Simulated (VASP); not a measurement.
The system is WC (Qusongite).

```xyz
2
Lattice="2.9065 0.0000 0.0000 -1.4532 2.5171 0.0000 0.0000 0.0000 2.8366" Properties=species:S:1:pos:R:3 pbc="T T T"
W     0.0000    0.0000    0.0000
C     1.4533    0.8390    1.4183
```

```yaml
Program: VASP 6.6.1
Task: relaxation of cell and atoms
Functional: PBE
Potentials_or_basis: VASP PAW PBE potentials, release 64 (W_sv_GW, C_GW)
Cutoff: 630 eV
k_mesh: 10 × 10 × 9
Occupations: fermi-dirac, width 0.05 eV
Spin: no spin polarisation
```

At the start: pressure 5.2 GPa; volume 10.38 Å³/atom.

**Question.** How do energy, volume and symmetry change on relaxing?

**Answer.** Over 8 steps the energy falls by 2.3 meV/atom and the volume is 10.51 Å³/atom (+1.3 %); space group P-6m2 (No. 187, to 0.05 Å).

Step by step:
```csv
step,energy change (eV),largest force (eV/Å),pressure (GPa),volume (Å³)
1,0.0000,0.0000,5.24,20.75
2,0.0267,0.0000,-12.89,21.79
3,-0.0045,0.0000,-0.09,21.03
4,-0.0045,0.0000,-0.13,21.03
5,-0.0034,0.0000,2.60,20.89
6,-0.0045,0.0000,0.09,21.02
7,-0.0045,0.0000,0.16,21.02
8,-0.0046,0.0000,0.14,21.02
```

Final structure:
```cif
data_structure
_symmetry_space_group_name_H-M 'P 1'
_symmetry_Int_Tables_number 1
_cell_length_a 2.9212
_cell_length_b 2.9212
_cell_length_c 2.8447
_cell_angle_alpha 90.000
_cell_angle_beta 90.000
_cell_angle_gamma 120.000
_cell_volume 21.02
loop_
_atom_site_label
_atom_site_type_symbol
_atom_site_fract_x
_atom_site_fract_y
_atom_site_fract_z
_atom_site_occupancy
W1 W 0.00000 0.00000 0.00000 1
C1 C 0.66667 0.33333 0.50000 1
```
